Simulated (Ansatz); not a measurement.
# Rh (Fm-3m) in Ansatz: a series of runs, part 2 of 2

Ansatz 0.2.0. Earlier steps stand in the parts before.

### Step 5. Relaxation of cell and atoms, revPBE+D4

File input.yaml:

```yaml
crystal:
  lattice:
    - [0.0, 1.89785, 1.89785]
    - [1.89785, 0.0, 1.89785]
    - [1.89785, 1.89785, 0.0]
  atoms:
    - { symbol: Rh, position: [0.0, 0.0, 0.0] }
hamiltonian:
  xc: revpbe
  pseudopotentials: { kind: paw }
  dispersion: d4
kpoints:
  mp_grid: { grid: [12, 12, 12] }
scf:
  occupations: { method: fermi_dirac, width: 0.05 }
output:
  forces: true
  stress: true
  write_density: true
  write_potential: true
  elf: true
  volumetric_format: npy
relax:
  f_tol: 0.01
  max_steps: 40
  cell: { stress_tol: 0.05 }
```

On the command line:

```sh
$ ansatz run input.yaml --threads 2 --pin off --max-ram 5632MiB --backend cpu --events-out ev --progress --plain --runs-dir out
```

Run time: 3.1 s. Hardware: 2 threads of Arm Neoverse V1, shared host; peak memory 0.28 GiB.

Results (log left out):

```
Free energy                            : -6409.6306 eV
Relaxed volume                         : 13.42 Å³/atom
Relaxed cell                           : a = 2.667 Å, b = 2.667 Å, c = 2.667 Å, α = 60.00°, β = 60.00°, γ = 60.00°
Space group after relaxing (to 0.05 Å) : Fm-3m (No. 225)
Energy gained by relaxing              : 4.2 meV/atom
Ionic steps                            : 5
Pressure after relaxing                : 0.0 GPa
Band gap on the k mesh                 : none (metal or under the smearing width)
```

The path:
```
step  energy change (eV)  largest force (eV/Å)  volume (Å³)
   1              0.0000                0.0000        13.67
   2             -0.0018                0.0000        13.22
   3             -0.0044                0.0000        13.43
   4             -0.0044                0.0000        13.42
   5             -0.0042                0.0000        13.42
```

Final structure:
```
Rh
1.0
     0.00000    1.88607    1.88607
     1.88607    0.00000    1.88607
     1.88607    1.88607    0.00000
Rh
1
Direct
  0.00000 0.00000 0.00000
```

Levels at points of the mesh, in eV from the Fermi level:
```csv
k point,band 6,band 7,band 8,band 9,band 10,band 11
"(0.00, 0.00, 0.00)",-3.22,-3.22,-3.22,-1.06,-1.06,15.77
"(0.00, 0.00, -0.50)",-3.30,-3.30,0.57,0.57,0.71,8.89
"(0.00, -0.50, -0.50)",-6.19,0.53,1.01,1.01,3.31,12.56
```

Caveat: the plane-wave basis is chosen anew once the cell has moved, so the energies of steps on either side of that aren't comparable; pairwise dispersion overbinds metals, which lowers pressure and volume; the PAW data sets come from PBE, with cores solved anew for the run's functional, which leaves a small shift of forces and pressure.

### Step 6. Relaxation of cell and atoms, BLYP+D3(BJ)

Edit input.yaml of step 5 so:

```diff
@@ -8,5 +8,5 @@
 hamiltonian:
-  xc: revpbe
+  xc: blyp
   pseudopotentials: { kind: paw }
-  dispersion: d4
+  dispersion: d3bj
 kpoints:
@@ -18,6 +18,2 @@
   stress: true
-  write_density: true
-  write_potential: true
-  elf: true
-  volumetric_format: npy
 relax:
```

Potentials or basis: Ansatz PAW.

On the command line:

```sh
$ ansatz run input.yaml --threads 2 --pin off --max-ram 5632MiB --backend cpu --events-out ev --progress --plain --runs-dir out
```

The program printed:

```text
Warning: RAYON_NUM_THREADS=2 ignored (pool sized by the plan → 2); use --threads N
Engine: ansatz 0.2.0, aarch64-unknown-linux-gnu
Pseudopotentials: kind: paw
Pseudopotential: Rh, paw, valence charge 17, recommended cutoff 420 eV (normal), Rh.paw.azcp
Functional definition: BLYP
  parameter beta = 0.0042
  parameter a = 0.04918
  parameter b = 0.132
  parameter c = 0.2533
  parameter d = 0.349
  exchange = b88_x(beta = beta)
  correlation = lyp_c(a = a, b = b, c = c, d = d)
Crystal: 1 atoms, lattice volume = 13.671 Å³
Basis set: ecut = 420 eV, 283 PW (Γ), exchange–correlation on 36×36×36 points (8 copies of the dense FFT grid, shifted against one another)
Bands: 13, of which v1, the nominal top of the filled ones, is band 9 counted from 1 (8 counted from 0)
Symmetry: 48 space group operations
Space group: Fm-3m (ITA 225), of the structure as read, at distance tolerance 2.4e-5 Å
k-points: 72 of 1728
Non-local potential: Rh, projectors of the file, l = 0: 3, l = 1: 2, l = 2: 2, l = 3: 1
PAW form: soft (Blöchl's): semilocal exchange-correlation on the pseudo side does not see the compensation charge
PAW frozen core: Rh, regenerated for the run's functional, and the local potential with it (the file was generated under x = pbe(κ = 0.804, μ = 0.2195149727645171), c = pbe(β = 0.06672455060314922))
PAW one-centre angular grid: Rh, 590 points (default); XC on 64 Gauss nodes
Initial density: superposition of atomic densities (neutral atoms: chi_scale 0, normalization atom), corrected by the library's trained network
Initial wavefunctions: pseudopotential atomic-orbital guess
Functional: x = b88, c = lyp
SCF iter   1: F=—  HF=-6418.556276 eV  |F-HF|=—  |Δ(HF+E_count)|=         —  Δρ=1.66e-2  dr2=3.65e-2  ethr=1.77e-3  ⟨swp⟩=5.1  Hψ=5219  notcnv=0
preconditioner: auto → none  [metal: Δε(μ)=0.038 eV  Ē_g=14.193 eV  σ=0.050 eV  W_gap=0.18  n_scr=0 (ndim 8)  ℏωp=30.1 eV  f_vac=0.000  D(μ)=1.13/eV (n_scr^D=14)]
SCF iter   2: F=—  HF=-6418.548846 eV  |F-HF|=—  |Δ(HF+E_count)|=   7.43e-3  Δρ=7.08e-3  dr2=4.09e-3  ethr=2.15e-4  ⟨swp⟩=2.7  Hψ=2235  notcnv=0
SCF iter   3: F=—  HF=-6418.547751 eV  |F-HF|=—  |Δ(HF+E_count)|=   1.09e-3  Δρ=2.26e-3  dr2=2.68e-4  ethr=2.40e-5  ⟨swp⟩=2.3  Hψ=1535  notcnv=0
SCF iter   4: F=—  HF=-6418.547887 eV  |F-HF|=—  |Δ(HF+E_count)|=   1.37e-4  Δρ=2.02e-4  dr2=1.46e-6  ethr=1.58e-6  ⟨swp⟩=2.0  Hψ=1232  notcnv=0
SCF iter   5: F=—  HF=-6418.547886 eV  |F-HF|=—  |Δ(HF+E_count)|=   1.63e-6  Δρ=2.47e-5  dr2=1.71e-8  ethr=8.60e-9  ⟨swp⟩=2.2  Hψ=1495  notcnv=0
SCF iter   6: F=-6418.547886 eV  HF=-6418.547886 eV  |F-HF|=2.17e-10  |Δ(HF+E_count)|=   3.36e-9  Δρ=4.26e-6  dr2=4.78e-10  ethr=1.01e-10  ⟨swp⟩=2.0  Hψ=3299  notcnv=0
SCF 1 converged in 6 iterations: F = -6418.547886 eV  dr2 = 4.78e-10
relax step   1: F+E_penalty+E_count = -6418.54788580 eV  Δ(F+E_penalty+E_count) = +0.000e0 eV  max|allowed force component| = 0.000e0 eV/Å  Δτ_max = 0.0000 Å  P = +2.790 GPa  Ω = 13.671 Å³  (6 SCF iters, dr2 threshold 1.00e-7 eV, accepted)
Crystal: 1 atoms, lattice volume = 13.917 Å³
Initial density: handed on by an earlier stage of this run
Initial wavefunctions: those handed on with the density
iter 1 solved again at ethr=1.52e-6 eV; its pass at ethr=3.10e-3 eV (dr2=2.59e-4 eV) is discarded
SCF iter   1: F=—  HF=-6418.548314 eV  |F-HF|=—  |Δ(HF+E_count)|=         —  Δρ=1.55e-3  dr2=2.89e-4  ethr=1.52e-6  ⟨swp⟩=1.3  Hψ=6412  notcnv=0
preconditioner: auto → none  [metal: Δε(μ)=0.095 eV  Ē_g=13.936 eV  σ=0.050 eV  W_gap=0.39  n_scr=0 (ndim 8)  ℏωp=29.9 eV  f_vac=0.000  D(μ)=1.11/eV (n_scr^D=14)]
SCF iter   2: F=—  HF=-6418.548262 eV  |F-HF|=—  |Δ(HF+E_count)|=   5.24e-5  Δρ=8.12e-4  dr2=4.05e-5  ethr=1.52e-6  ⟨swp⟩=2.1  Hψ=1289  notcnv=0
SCF iter   3: F=—  HF=-6418.548253 eV  |F-HF|=—  |Δ(HF+E_count)|=   8.92e-6  Δρ=3.39e-4  dr2=5.24e-6  ethr=2.38e-7  ⟨swp⟩=2.6  Hψ=1416  notcnv=0
SCF iter   4: F=-6418.548254 eV  HF=-6418.548254 eV  |F-HF|=4.43e-8  |Δ(HF+E_count)|=   1.19e-6  Δρ=3.89e-5  dr2=5.23e-8  ethr=5.88e-10  ⟨swp⟩=3.6  Hψ=3549  notcnv=0
SCF 2 converged in 4 iterations: F = -6418.548254 eV  dr2 = 5.23e-8
relax step   2: F+E_penalty+E_count = -6418.54825441 eV  Δ(F+E_penalty+E_count) = -3.686e-4 eV  max|allowed force component| = 0.000e0 eV/Å  Δτ_max = 0.0000 Å  P = -2.015 GPa  Ω = 13.917 Å³  energy of the carried Pulay correction = -1.571e-4 eV  (4 SCF iters, dr2 threshold 1.00e-7 eV, accepted)
Crystal: 1 atoms, lattice volume = 13.813 Å³
iter 1 solved again at ethr=2.77e-7 eV; its pass at ethr=3.10e-3 eV (dr2=4.72e-5 eV) is discarded
SCF iter   1: F=—  HF=-6418.549005 eV  |F-HF|=—  |Δ(HF+E_count)|=         —  Δρ=6.43e-4  dr2=5.09e-5  ethr=2.77e-7  ⟨swp⟩=2.0  Hψ=6323  notcnv=0
preconditioner: auto → none  [metal: Δε(μ)=0.012 eV  Ē_g=14.021 eV  σ=0.050 eV  W_gap=0.06  n_scr=0 (ndim 8)  ℏωp=30.0 eV  f_vac=0.000  D(μ)=1.08/eV (n_scr^D=14)]
SCF iter   2: F=—  HF=-6418.548995 eV  |F-HF|=—  |Δ(HF+E_count)|=   1.03e-5  Δρ=3.32e-4  dr2=7.01e-6  ethr=2.77e-7  ⟨swp⟩=2.2  Hψ=1328  notcnv=0
SCF iter   3: F=—  HF=-6418.548993 eV  |F-HF|=—  |Δ(HF+E_count)|=   1.57e-6  Δρ=1.33e-4  dr2=8.07e-7  ethr=4.12e-8  ⟨swp⟩=2.7  Hψ=1446  notcnv=0
SCF iter   4: F=-6418.548993 eV  HF=-6418.548993 eV  |F-HF|=5.03e-9  |Δ(HF+E_count)|=   1.27e-7  Δρ=1.35e-5  dr2=6.05e-9  ethr=5.88e-10  ⟨swp⟩=3.0  Hψ=3388  notcnv=0
SCF 3 converged in 4 iterations: F = -6418.548993 eV  dr2 = 6.05e-9
relax step   3: F+E_penalty+E_count = -6418.54899325 eV  Δ(F+E_penalty+E_count) = -7.388e-4 eV  max|allowed force component| = 0.000e0 eV/Å  Δτ_max = 0.0000 Å  P = -0.043 GPa  Ω = 13.813 Å³  energy of the carried Pulay correction = -9.089e-5 eV  (4 SCF iters, dr2 threshold 1.00e-7 eV, accepted)
Basis set: ecut = 420 eV, 283 PW (Γ), exchange–correlation on 40×40×40 points (8 copies of the dense FFT grid, shifted against one another)
Initial wavefunctions: pseudopotential atomic-orbital guess (no wavefunctions were taken with the density)
iter 1 solved again at ethr=1.50e-8 eV; its pass at ethr=3.10e-3 eV (dr2=2.55e-6 eV) is discarded
SCF iter   1: F=—  HF=-6418.549082 eV  |F-HF|=—  |Δ(HF+E_count)|=         —  Δρ=2.22e-5  dr2=9.27e-9  ethr=1.50e-8  ⟨swp⟩=3.2  Hψ=7912  notcnv=0
preconditioner: auto → none  [metal: Δε(μ)=0.090 eV  Ē_g=14.015 eV  σ=0.050 eV  W_gap=0.37  n_scr=0 (ndim 8)  ℏωp=30.0 eV  f_vac=0.000  D(μ)=1.08/eV (n_scr^D=14)]
SCF iter   2: F=—  HF=-6418.549083 eV  |F-HF|=—  |Δ(HF+E_count)|=   1.60e-6  Δρ=1.12e-5  dr2=2.41e-9  ethr=5.46e-11  ⟨swp⟩=2.1  Hψ=1354  notcnv=0
SCF iter   3: F=—  HF=-6418.549083 eV  |F-HF|=—  |Δ(HF+E_count)|=   6.31e-9  Δρ=2.22e-6  dr2=6.05e-10  ethr=1.41e-11  ⟨swp⟩=2.0  Hψ=1284  notcnv=0
SCF iter   4: F=-6418.549083 eV  HF=-6418.549083 eV  |F-HF|=3.64e-12  |Δ(HF+E_count)|=  1.79e-10  Δρ=2.66e-7  dr2=2.23e-12  ethr=1.00e-12  ⟨swp⟩=4.2  Hψ=4376  notcnv=0
SCF 4 converged in 4 iterations: F = -6418.549083 eV  dr2 = 2.23e-12
relax step   4: F+E_penalty+E_count = -6418.54908324 eV  Δ(F+E_penalty+E_count) = -8.999e-5 eV  max|allowed force component| = 0.000e0 eV/Å  Δτ_max = 0.0000 Å  P = -0.039 GPa  Ω = 13.813 Å³  stress off target by 3.89e-2 GPa  SCF on the basis re-selected at this cell (its energy is not comparable with the rows above)  (4 SCF iters)
basis re-selected at this cell: Δ(F+E_penalty+E_count) = -8.999e-5 eV, ΔP = +0.004 GPa vs the last step (what re-selecting the basis moved, of the pressure what is left beyond the Pulay correction that the steps carried, after the strain that the cell walked since its last selection, with what the two solves' SCF thresholds leave and, on support functions, any second-order correction that the steps lacked; it is no measure of the basis error at this ecutwfc). The dense FFT grid was sized anew with the basis: this SCF ran on 20×20×20 points, the steps before it on 18×18×18, so part of this shift can come from that change (see relax.cell in the input reference). This SCF's stress stands 3.89e-2 GPa from its target on what of the cell is left free (relax.cell.stress_tol is 5.00e-2 GPa) and its largest allowed force component is 0.00e0 eV/Å (relax.f_tol is 1.00e-2 eV/Å): within both
SCF converged after 4 iterations
Free energy (F): -6418.549083 eV
Harris-Foulkes:  -6418.549083 eV  (|F-HF|=3.64e-12)
Internal energy: -6418.539700 eV  (E = F + TS)
E sigma→0 (E₀):  -6418.544391 eV
Entropy (-TS):   -0.009384 eV (-9.384 meV/atom)
Fermi energy:    22.770985 eV
--- Per-component energies (eV) ---
  E_band       = -78.108872
  E_kinetic    = 574.722795
  E_local      = -1573.266126  (includes V_loc(G=0)·N_el)
  E_nonlocal   = 354.915809
  E_hartree    = 555.064014
  E_xc         = -219.056439
  E_vxc        = -274.325343  (∫ρ·V_xc dr)
  E_paw        = -3604.767969  (= ΣΔE_a)
  E_vpaw       = -270.284799  (= ΣTr[D̂ρ^β])
  E_aug_tail   = 0.000801  (compensation charges beyond the density's cutoff)
  E_ewald      = -2504.753989
  E_disp       = -1.486668  (pairwise vdW)
  E_core_change = 0.088071  (= ΣΔE_core)
  E_smearing   = -0.009384  (= −TS)
  E_closure    = -0.000000  (closes the sum)
  Σ components = -6418.549083   (vs F -6418.549083, Δ=0.00e0)
--- Forces (eV/Å), atoms counted from 1 ---
  atom   1  Rh     0.00000000    -0.00000000     0.00000000
  max |Σ_I F_I| component: 3.29e-32 eV/Å
--- Stress (GPa, compression-positive) ---
       -0.038936      -0.000000      -0.000000
       -0.000000      -0.038936      -0.000000
       -0.000000      -0.000000      -0.038936
  P = ⅓ Tr σ = -0.0389 GPa (-0.389 kbar)
--- Relaxed structure (3 steps of the walk, 3 accepted, 1 SCFs on fresh bases) ---
  F+E_penalty+E_count = -6418.54908324 eV   max|allowed force component| = 0.000e0 eV/Å   (the final SCF, on the basis selected at the relaxed cell)
  cell:  # Å, volume = 13.8128 Å³
    - [4.0762976263164716e-34, 1.9043678881937072, 1.9043678881937072]
    - [1.9043678881937072, 1.910764512335846e-34, 1.9043678881937072]
    - [1.9043678881937072, 1.9043678881937072, 2.5476860164477947e-35]
  atoms:
    - { symbol: Rh, position: [0.0, 0.0, 0.0] }
```

It took 1.8 s on 2 threads of Arm Neoverse V1, shared host; peak memory 0.27 GiB.

Results:

| Property | Result |
| --- | --- |
| Free energy | -6418.5491 eV |
| Relaxed volume | 13.81 Å³/atom |
| Relaxed cell | a = 2.693 Å, b = 2.693 Å, c = 2.693 Å, α = 60.00°, β = 60.00°, γ = 60.00° |
| Space group after relaxing (to 0.05 Å) | Fm-3m (No. 225) |
| Energy gained by relaxing | 1.2 meV/atom |
| Ionic steps | 4 |
| Pressure after relaxing | 0.0 GPa |

Step by step:
| step | energy change (eV) | largest force (eV/Å) | volume (Å³) |
| --- | --- | --- | --- |
| 1 | 0.0000 | 0.0000 | 13.67 |
| 2 | -0.0004 | 0.0000 | 13.92 |
| 3 | -0.0011 | 0.0000 | 13.81 |
| 4 | -0.0012 | 0.0000 | 13.81 |

Final structure:
```cif
data_structure
_symmetry_space_group_name_H-M 'P 1'
_symmetry_Int_Tables_number 1
_cell_length_a 2.6932
_cell_length_b 2.6932
_cell_length_c 2.6932
_cell_angle_alpha 60.000
_cell_angle_beta 60.000
_cell_angle_gamma 60.000
_cell_volume 13.81
loop_
_atom_site_label
_atom_site_type_symbol
_atom_site_fract_x
_atom_site_fract_y
_atom_site_fract_z
_atom_site_occupancy
Rh1 Rh 0.00000 0.00000 0.00000 1
```

Caveat: the plane-wave basis is chosen anew once the cell has moved, so the energies of steps on either side of that aren't comparable; the PAW data sets come from PBE, with cores solved anew for the run's functional, which leaves a small shift of forces and pressure.

### Step 7. Overview

```csv
task,level,cell,smearing,gap on the mesh (eV),pressure (GPa),relaxed volume (Å³/atom)
relaxation of cell and atoms,BLYP,relaxed,fermi-dirac 0.05 eV,-,0.0,14.82
single point,PBE,as given,gaussian 0.012 eV,none,7.2,-
relaxation of cell and atoms,revPBE+D3(BJ),relaxed,fermi-dirac 0.05 eV,-,0.0,13.45
relaxation of cell and atoms,revPBE+D4,relaxed,fermi-dirac 0.05 eV,none,0.0,13.42
relaxation of cell and atoms,BLYP+D3(BJ),relaxed,fermi-dirac 0.05 eV,-,0.0,13.81
```

Alike in all rows: potentials or basis Ansatz PAW; no spin polarisation; k mesh 12 × 12 × 12; cutoff (eV) 420.

Caveats: the plane-wave basis is chosen anew once the cell has moved, so the energies of steps on either side of that aren't comparable (some runs); the PAW data sets come from PBE, with cores solved anew for the run's functional, which leaves a small shift of forces and pressure (some runs); pairwise dispersion overbinds metals, which lowers pressure and volume (some runs).

Absolute energies hang on the potentials; compare differences alone.
